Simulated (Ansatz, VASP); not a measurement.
**Pd (Pd wire of staggered 4-rings about a central row): VASP beside Ansatz**

Aim: how closely do two programs agree when they are given the same cell, functional and k mesh? The structure shown is the start of the Ansatz relaxation below; VASP solves that cell, so the two are compared at the walk's first step.

Calculated with Ansatz 0.2.0; plane waves, with VASP 6.6.1 beside it; single point at PBE.

### 1. Set-up

The cell holds 10 atoms: 10 Pd. Cell: a = 11.480 Å, b = 11.480 Å, c = 4.792 Å, α = 90.0°, β = 90.0°, γ = 90.0°. Vacuum lies along a and b. The structure's axis is c.

### 2. Ansatz: relaxation, PBE

Ansatz runs on its default PAW (the set named soft_2) files.

The two programs are compared at the cell with which this relaxation starts, whose forces are those of its first step.

Input file input.yaml:

```yaml
crystal:
  lattice:
    - [11.48, 0.0, 0.0]
    - [0.0, 11.48, 0.0]
    - [0.0, 0.0, 4.7919212347]
  atoms:
    - { symbol: Pd, position: [0.296167247, 0.500020958, 0.0], spin: 0.48 }
    - { symbol: Pd, position: [0.500020958, 0.70387467, 0.0], spin: 0.48 }
    - { symbol: Pd, position: [0.500020958, 0.296167247, 0.0], spin: 0.48 }
    - { symbol: Pd, position: [0.70387467, 0.500020958, 0.0], spin: 0.48 }
    - { symbol: Pd, position: [0.500020958, 0.500020958, 0.25], spin: 0.48 }
    - { symbol: Pd, position: [0.355874617, 0.6441673, 0.5], spin: 0.48 }
    - { symbol: Pd, position: [0.355874617, 0.355874617, 0.5], spin: 0.48 }
    - { symbol: Pd, position: [0.6441673, 0.6441673, 0.5], spin: 0.48 }
    - { symbol: Pd, position: [0.6441673, 0.355874617, 0.5], spin: 0.48 }
    - { symbol: Pd, position: [0.500020958, 0.500020958, 0.75], spin: 0.48 }
magnetization:
  spin_polarized: true
kpoints:
  mp_grid: { grid: [1, 1, 17] }
scf:
  occupations: { method: fermi_dirac, width: 0.05 }
hamiltonian:
  xc: pbe
relax:
  cell: { fix: [a, b, alpha, beta, gamma] }
  max_steps: 60
```

Launch:

```
ansatz run input.yaml --threads 8 --pin off --max-ram 16384MiB --backend cpu --events-out ev --progress --plain --runs-dir out
```

Numbers of over 12 decimals in the logs are rounded to 6 here.

The program printed:

```text
Engine: ansatz 0.2.0, x86_64-unknown-linux-gnu
Pseudopotentials: kind: paw
Pseudopotential: Pd, paw, valence charge 18, recommended cutoff 420 eV (normal), Pd.paw.azcp
Functional definition: PBE
  parameter kappa = 0.804
  parameter beta = 0.066725
  exchange = pbe_x(kappa = kappa, mu = beta*pi^2/3)
  correlation = pbe_c(beta = beta)
Crystal: 10 atoms, lattice volume = 631.529 Å³
Basis set: ecut = 420 eV, 12273 PW (Γ), exchange–correlation on 160×160×72 points (8 copies of the dense FFT grid, shifted against one another)
Bands: 111, of which v1, the nominal top of the filled ones, is band 90 counted from 1 (89 counted from 0)
Symmetry: 16 space group operations
Space group: P4/mmm (ITA 123), of the structure as read, at distance tolerance 8.6e-5 Å
Magnetic group: BNS 123.339 (UNI 999), of the structure as read, at distance tolerance 8.6e-5 Å
k-points: 9 of 17
Non-local potential: Pd, projectors of the file, l = 0: 2, l = 1: 2, l = 2: 2, l = 3: 1
PAW form: soft (Blöchl's): semilocal exchange-correlation on the pseudo side does not see the compensation charge
PAW one-centre angular grid: Pd, 590 points (default); XC on 64 Gauss nodes
Initial density: superposition of atomic densities (neutral atoms: chi_scale 0, normalization atom)
Starting moments: Σ|m| = 4.8 μB on 10 of 10 sites
Initial wavefunctions: pseudopotential atomic-orbital guess
Functional: x = pbe(κ = 0.804, μ = 0.219515), c = pbe(β = 0.066725)
SCF iter   1: F=—  HF=-69725.249621 eV  |F-HF|=—  |Δ(HF+E_count)|=         —  Δρ=4.29e-2 (↑4.29e-2 ↓3.84e-2)  dr2=6.09e1  dr2_m=3.43e-1  M=3.201 μB ∫|m|=3.369 μB  β_m=0.30  ethr=3.10e-3  ⟨swp⟩=6.2  Hψ=7906  notcnv=0  defer=34
preconditioner: auto → LDOS  [metal: Δε(μ)=0.002 eV  Ē_g=4.855 eV  σ=0.050 eV  W_gap=0.01  n_scr=122 (ndim 8)  ℏωp=14.8 eV  f_vac=0.652  D(μ)=24.16/eV (n_scr^D=184)]
spin=Collinear: LDOS preconditioning applied to the charge; magnetization (m = ρ↑ − ρ↓) channel mixes plain (no charge-response kernel on spin).
SCF iter   2: F=—  HF=-69718.723710 eV  |F-HF|=—  |Δ(HF+E_count)|=    6.53e0  Δρ=2.48e-2 (↑2.22e-2 ↓2.48e-2)  dr2=2.79e1  dr2_m=2.14e-1  M=3.311 μB ∫|m|=3.477 μB  β_m=0.30  ethr=3.10e-3  ⟨swp⟩=2.6  Hψ=3570  notcnv=0  defer=155
SCF iter   3: F=—  HF=-69716.879757 eV  |F-HF|=—  |Δ(HF+E_count)|=    1.84e0  Δρ=1.70e-2 (↑9.22e-3 ↓1.70e-2)  dr2=1.15e1  dr2_m=1.46e-1  M=3.513 μB ∫|m|=3.703 μB  β_m=0.30  ethr=3.10e-3  ⟨swp⟩=2.0  Hψ=3216  notcnv=0  defer=168
SCF iter   4: F=—  HF=-69716.342882 eV  |F-HF|=—  |Δ(HF+E_count)|=   5.37e-1  Δρ=9.40e-3 (↑7.18e-3 ↓9.40e-3)  dr2=2.58e0  dr2_m=5.17e-2  M=3.586 μB ∫|m|=3.762 μB  β_m=0.30  ethr=3.10e-3  ⟨swp⟩=2.6  Hψ=2349  notcnv=0  defer=171
SCF iter   5: F=—  HF=-69716.276092 eV  |F-HF|=—  |Δ(HF+E_count)|=   6.68e-2  Δρ=6.00e-3 (↑6.00e-3 ↓5.95e-3)  dr2=1.12e0  dr2_m=2.23e-2  M=3.657 μB ∫|m|=3.833 μB  β_m=0.30  ethr=1.43e-3  ⟨swp⟩=2.1  Hψ=2204  notcnv=0  defer=186
SCF iter   6: F=—  HF=-69716.231070 eV  |F-HF|=—  |Δ(HF+E_count)|=   4.50e-2  Δρ=3.19e-3 (↑3.19e-3 ↓2.11e-3)  dr2=1.13e-1  dr2_m=1.77e-2  M=3.788 μB ∫|m|=3.957 μB  β_m=0.30  ethr=6.20e-4  ⟨swp⟩=2.4  Hψ=1950  notcnv=0  defer=191
SCF iter   7: F=—  HF=-69716.259181 eV  |F-HF|=—  |Δ(HF+E_count)|=   2.81e-2  Δρ=1.90e-3 (↑1.90e-3 ↓1.53e-3)  dr2=4.23e-2  dr2_m=1.12e-2  M=3.822 μB ∫|m|=4.002 μB  β_m=0.30  ethr=6.28e-5  ⟨swp⟩=2.9  Hψ=2971  notcnv=0  defer=205
SCF iter   8: F=—  HF=-69716.267166 eV  |F-HF|=—  |Δ(HF+E_count)|=   7.99e-3  Δρ=1.42e-3 (↑1.42e-3 ↓1.12e-3)  dr2=6.22e-3  dr2_m=8.19e-3  M=3.842 μB ∫|m|=4.026 μB  β_m=0.30  ethr=2.35e-5  ⟨swp⟩=2.1  Hψ=2325  notcnv=0  defer=205
SCF iter   9: F=—  HF=-69716.271640 eV  |F-HF|=—  |Δ(HF+E_count)|=   4.47e-3  Δρ=1.04e-3 (↑1.04e-3 ↓9.68e-4)  dr2=5.76e-4  dr2_m=5.63e-3  M=3.879 μB ∫|m|=4.070 μB  β_m=0.30  ethr=3.46e-6  ⟨swp⟩=2.0  Hψ=2647  notcnv=0  defer=205
SCF iter  10: F=—  HF=-69716.273578 eV  |F-HF|=—  |Δ(HF+E_count)|=   1.94e-3  Δρ=8.15e-4 (↑7.76e-4 ↓8.15e-4)  dr2=2.68e-4  dr2_m=3.60e-3  M=3.912 μB ∫|m|=4.110 μB  β_m=0.30  ethr=3.20e-7  ⟨swp⟩=2.0  Hψ=3218  notcnv=0  defer=205
[...]
spin-set hold released at iteration 10 (site moments contracting): the magnetisation degrees of freedom join the quasi-Newton model from the next iteration; the mixer history was flushed
[...]
preconditioner: auto → LDOS  [metal: Δε(μ)=0.022 eV  Ē_g=5.531 eV  σ=0.050 eV  W_gap=0.11  n_scr=122 (ndim 8)  ℏωp=14.8 eV  f_vac=0.638  D(μ)=24.84/eV (n_scr^D=192)]
spin=Collinear: LDOS preconditioning applied to the charge; magnetization (m = ρ↑ − ρ↓) channel mixes plain (no charge-response kernel on spin).
[...]
SCF iter   8: F=-69716.278404 eV  HF=-69716.278404 eV  |F-HF|=7.12e-9  |Δ(HF+E_count)|=   7.80e-9  Δρ=5.28e-7 (↑5.28e-7 ↓3.06e-7)  dr2=8.29e-9  dr2_m=3.19e-10  M=4.122 μB ∫|m|=4.361 μB  ethr=1.99e-11  ⟨swp⟩=2.0  Hψ=5702  notcnv=0
SCF 3 converged in 8 iterations: F = -69716.278404 eV  dr2 = 8.29e-9
[...]
preconditioner: auto → LDOS  [metal: Δε(μ)=0.022 eV  Ē_g=5.526 eV  σ=0.050 eV  W_gap=0.11  n_scr=122 (ndim 8)  ℏωp=14.8 eV  f_vac=0.638  D(μ)=24.82/eV (n_scr^D=184)]
spin=Collinear: LDOS preconditioning applied to the charge; magnetization (m = ρ↑ − ρ↓) channel mixes plain (no charge-response kernel on spin).
SCF iter   2: F=—  HF=-69716.278153 eV  |F-HF|=—  |Δ(HF+E_count)|=   3.30e-4  Δρ=1.00e-5 (↑1.00e-5 ↓9.70e-6)  dr2=7.17e-8  dr2_m=1.03e-9  M=4.122 μB ∫|m|=4.361 μB  β_m=0.48  ethr=9.04e-11  ⟨swp⟩=3.8  Hψ=5268  notcnv=0
SCF iter   3: F=—  HF=-69716.278402 eV  |F-HF|=—  |Δ(HF+E_count)|=   2.49e-4  Δρ=4.54e-6 (↑4.54e-6 ↓4.39e-6)  dr2=1.89e-8  dr2_m=3.80e-10  M=4.122 μB ∫|m|=4.361 μB  β_m=0.54  ethr=3.98e-11  ⟨swp⟩=4.0  Hψ=4422  notcnv=0
SCF iter   4: F=—  HF=-69716.278488 eV  |F-HF|=—  |Δ(HF+E_count)|=   8.61e-5  Δρ=1.35e-6 (↑1.35e-6 ↓1.30e-6)  dr2=4.64e-9  dr2_m=3.44e-10  M=4.122 μB ∫|m|=4.361 μB  β_m=0.77  ethr=1.05e-11  ⟨swp⟩=4.0  Hψ=4570  notcnv=0
SCF iter   5: F=—  HF=-69716.278486 eV  |F-HF|=—  |Δ(HF+E_count)|=   1.88e-6  Δρ=2.38e-7 (↑2.33e-7 ↓2.38e-7)  dr2=2.56e-9  dr2_m=1.39e-10  M=4.122 μB ∫|m|=4.361 μB  β_m=0.74  ethr=2.58e-12  ⟨swp⟩=4.0  Hψ=4395  notcnv=0
SCF iter   6: F=—  HF=-69716.278486 eV  |F-HF|=—  |Δ(HF+E_count)|=   7.15e-8  Δρ=2.03e-7 (↑1.09e-7 ↓2.03e-7)  dr2=7.38e-10  dr2_m=6.31e-11  M=4.122 μB ∫|m|=4.361 μB  β_m=0.83  ethr=1.42e-12  ⟨swp⟩=2.0  Hψ=2833  notcnv=0
SCF iter   7: F=—  HF=-69716.278486 eV  |F-HF|=—  |Δ(HF+E_count)|=   1.69e-9  Δρ=1.16e-7 (↑7.22e-8 ↓1.16e-7)  dr2=2.27e-10  dr2_m=1.39e-11  M=4.122 μB ∫|m|=4.361 μB  β_m=0.90  ethr=1.00e-12  ⟨swp⟩=2.0  Hψ=2659  notcnv=0
SCF iter   8: F=-69716.278486 eV  HF=-69716.278486 eV  |F-HF|=2.04e-10  |Δ(HF+E_count)|=  2.47e-10  Δρ=4.88e-8 (↑3.38e-8 ↓4.88e-8)  dr2=3.49e-11  dr2_m=4.78e-12  M=4.122 μB ∫|m|=4.361 μB  ethr=1.00e-12  ⟨swp⟩=4.0  Hψ=6270  notcnv=0
SCF 4 converged in 8 iterations: F = -69716.278486 eV  dr2 = 3.49e-11
  greatest PAW one-centre occupation: 1.000 electrons in one spin orbital (limit 2), on the Pd atom at site 7 (counted from 0), in its partial waves of l = 0
relax step   4: F+E_penalty+E_count = -69716.27848636 eV  Δ(F+E_penalty+E_count) = -8.278e-5 eV  max|allowed force component| = 1.040e-3 eV/Å  Δτ_max = 0.0000 Å  P = +0.033 GPa  Ω = 632.136 Å³  fix = [a, b, alpha, beta, gamma]  reactions: a +0.034, b +0.034 GPa  stress off target by 3.32e-2 GPa on what of the cell is left free  SCF on the basis re-selected at this cell (its energy is not comparable with the rows above)  (8 SCF iters)
basis re-selected at this cell: Δ(F+E_penalty+E_count) = -8.278e-5 eV, ΔP = -0.000 GPa vs the last step (what re-selecting the basis moved, of the pressure what is left beyond the Pulay correction that the steps carried, after the strain that the cell walked since its last selection, with what the two solves' SCF thresholds leave and, on support functions, any second-order correction that the steps lacked; it is no m [...]
SCF converged after 8 iterations
Magnetization: 4.1218 μB (92.0609 up, 87.9391 down)
Absolute magnetization: 4.3610 μB (∫|ρ↑−ρ↓|, with the PAW one-centre terms)
Spin contamination: 0.0352 ħ² per cell (⟨S²⟩ above its minimum at these occupations)
Per-site moments (μB) at R_I (Å): [(0.349513, 1.082190), (0.349513, 1.082190), (0.349513, 1.082190), (0.349513, 1.082190), (0.558537, 0.988782), (0.350308, 1.082472), (0.350308, 1.082472), (0.350308, 1.082472), (0.350308, 1.082472), (0.558537, 0.988782)]
Free energy (F): -69716.278486 eV
Harris-Foulkes:  -69716.278486 eV  (|F-HF|=2.04e-10)
Internal energy: -69716.082997 eV  (E = F + TS)
E sigma→0 (E₀):  -69716.180742 eV
Entropy (-TS):   -0.195490 eV (-19.549 meV/atom)
Fermi energy:    1.015082 eV
--- Per-component energies (eV) ---
  E_band       = -4622.328424
  E_kinetic    = 5141.780886
  E_local      = -93741.719993  (includes V_loc(G=0)·N_el)
  E_nonlocal   = 2189.267374
  E_hartree    = 43597.609711
  E_xc         = -1670.718814
  E_vxc        = -2093.142622  (∫ρ·V_xc dr)
  E_paw        = -37515.211897  (= ΣΔE_a)
  E_vpaw       = -3313.735742  (= ΣTr[D̂ρ^β])
  E_aug_tail   = 0.001999  (compensation charges beyond the density's cutoff)
  E_ewald      = 12282.907736
  E_smearing   = -0.195490  (= −TS)
  E_closure    = 0.000000  (closes the sum)
  Σ components = -69716.278486   (vs F -69716.278486, Δ=0.00e0)
--- Forces (eV/Å), atoms counted from 1 ---
  atom   1  Pd     0.00014787     0.00000000     0.00000000
  atom   2  Pd    -0.00000000    -0.00014787     0.00000000
  atom   3  Pd    -0.00000000     0.00014787     0.00000000
  atom   4  Pd    -0.00014787     0.00000000     0.00000000
  atom   5  Pd     0.00000000     0.00000000     0.00104013
  atom   6  Pd    -0.00057987     0.00057987     0.00000000
  atom   7  Pd    -0.00057987    -0.00057987     0.00000000
  atom   8  Pd     0.00057987     0.00057987     0.00000000
  atom   9  Pd     0.00057987    -0.00057987     0.00000000
  atom  10  Pd     0.00000000     0.00000000    -0.00104013
  max |Σ_I F_I| component: 1.08e-19 eV/Å
--- Stress (GPa, compression-positive) ---
        0.033593       0.000000       0.000000
        0.000000       0.033593       0.000000
        0.000000       0.000000       0.033167
  P = ⅓ Tr σ = 0.0335 GPa (0.335 kbar)
--- Relaxed structure (3 steps of the walk, 3 accepted, 1 SCFs on fresh bases) ---
  F+E_penalty+E_count = -69716.27848636 eV   max|allowed force component| = 1.040e-3 eV/Å   (the final SCF, on the basis selected at the relaxed cell)
  cell:  # Å, volume = 632.1356 Å³
    - [11.48, 0.0, 0.0]
    - [0.0, 11.48, 0.0]
    - [0.0, 0.0, 4.796522]
  atoms:
    - { symbol: Pd, position: [0.296790, 0.5000209583, 0.0] }
    - { symbol: Pd, position: [0.5000209583, 0.703252, 0.0] }
    - { symbol: Pd, position: [0.5000209583, 0.296790, 0.0] }
    - { symbol: Pd, position: [0.703252, 0.5000209583, 0.0] }
    - { symbol: Pd, position: [0.5000209583, 0.5000209583, 0.250127] }
    - { symbol: Pd, position: [0.356229, 0.643813, 0.5] }
    - { symbol: Pd, position: [0.356229, 0.356229, 0.5] }
    - { symbol: Pd, position: [0.643813, 0.643813, 0.5] }
    - { symbol: Pd, position: [0.643813, 0.356229, 0.5] }
    - { symbol: Pd, position: [0.5000209583, 0.5000209583, 0.749873] }
```

The column dr2 measures how far the density is from self-consistency, as an energy; F and HF (Harris–Foulkes) agree once it is small.

(Part 1 of 2 ends here.)

[Lines on the potential files, build, host, timing and source positions are cut from VASP's logs without a mark.]

[Logs are printed without paths, hosts, clocks, repeated set-up lines and the standing remarks that a program may print on its own settings, such as how far it seeks lower states.]

[Hosts, paths, dates, database ids (printed as entryN), source tags and the programs' standing remarks are cut or masked in the printed files.]
